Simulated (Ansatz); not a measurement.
hcp against fcc along group 5

Method: DFT, LDA (PW92), plane waves (420 eV) with PAW, scalar-relativistic (Ansatz). The PAW files were generated under PBE, with cores re-solved for the functional.

Each structure is relaxed within its symmetry, in the lowest magnetic state of the tried starts. Differences under about 8 meV lie within the error of the k-point mesh.

```csv
element,E(hcp) − E(fcc) (meV/atom),V(hcp) (Å³/atom),V(fcc) (Å³/atom),state of hcp,state of fcc
V,-10,12.90,12.98,spin not included,spin not included
Nb,-47,17.66,17.77,spin not included,spin not included
Ta,17,17.67,17.76,spin not included,spin not included
```
